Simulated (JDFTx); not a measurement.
MoS2 in JDFTx: convergence with k mesh

Input of the first run (k mesh 2 × 2 × 2); the others differ in this setting and in those tied to it:

The input MoS2.in:

```
lattice \
    2.9857672769    -2.9857672769     0.0000000000 \
    1.7238335410     1.7238335410    -3.4476670820 \
   11.6218156664    11.6218156664    11.6218156664
coords-type Lattice
ion Mo     0.0000000000     0.0000000000     0.0000000000 1
ion S      0.4170000000     0.4170000000     0.4170000000 1
ion S      0.2500000000     0.2500000000     0.2500000000 1

ion-species pseudo/Mo.upf
ion-species pseudo/S.upf
elec-cutoff 40 320
elec-ex-corr gga-x-b88 gga-c-lyp
kpoint-folding 2 2 2
elec-smearing Fermi 0.0018374661
elec-n-bands 19
electronic-SCF nIterations 100 energyDiffThreshold 1e-09
electronic-minimize nIterations 30 energyDiffThreshold 1e-7
converge-empty-states yes
forces-output-coords Cartesian

dump-name run.$VAR
dump End Ecomponents EigStats BandEigs Kpoints Forces Stress
```

Potentials or basis: PseudoDojo-SR-PBE-0.5-stringent.

The run is started by

```bash
$ jdftx -c 1 -i MoS2.in -o MoS2.out
```

Measurements of this composition are mostly on another form, of space group No. 194.

Hardware: 1 thread of AMD EPYC 9R45 96-Core Processor (Zen 5) (shared host).

The values tried are 2 × 2 × 2, 3 × 3 × 3, 4 × 4 × 4, 5 × 5 × 5, 6 × 6 × 6, 8 × 8 × 8, 10 × 10 × 10, 12 × 12 × 12, loosest first. From which on does the largest force stay within 0.005 eV/Å of the tightest run that finished?

From 8 × 8 × 8 on.

```csv
k mesh,"energy less the tightest run, at zero smearing (meV/atom)",pressure (GPa),largest force (eV/Å),gap on the mesh (eV),SCF cycles,CPU time (s),peak memory (GiB)
2 × 2 × 2,291.04,16.10,1.426,1.241,17,33,0.4
3 × 3 × 3,-4.69,13.33,0.782,1.096,16,42,0.4
4 × 4 × 4,-18.35,13.05,0.971,1.209,16,77,0.41
5 × 5 × 5,0.27,13.46,1.004,1.011,17,110,0.44
6 × 6 × 6,0.11,13.45,1.004,0.922,17,180,0.45
8 × 8 × 8,0.06,13.45,0.999,1.037,17,340,0.48
10 × 10 × 10,-0.01,13.45,0.999,0.967,17,590,0.69
12 × 12 × 12,0.00,13.45,0.999,0.922,17,960,1
```

Against the tightest run, the energy stays within 1 meV/atom from 5 × 5 × 5 on; the pressure stays within 0.1 GPa from 5 × 5 × 5 on. Not settled before the last step: the gap on the mesh (to 0.01 eV). Meshes of other sizes hit other points, so gaps and Fermi surfaces needn't settle smoothly. The tightest run that finished is the yardstick and may itself not be fully converged.

Caveat, for the tightest run too: the empty levels aren't tightly converged; the potentials were made for another functional, which shifts forces and pressure.
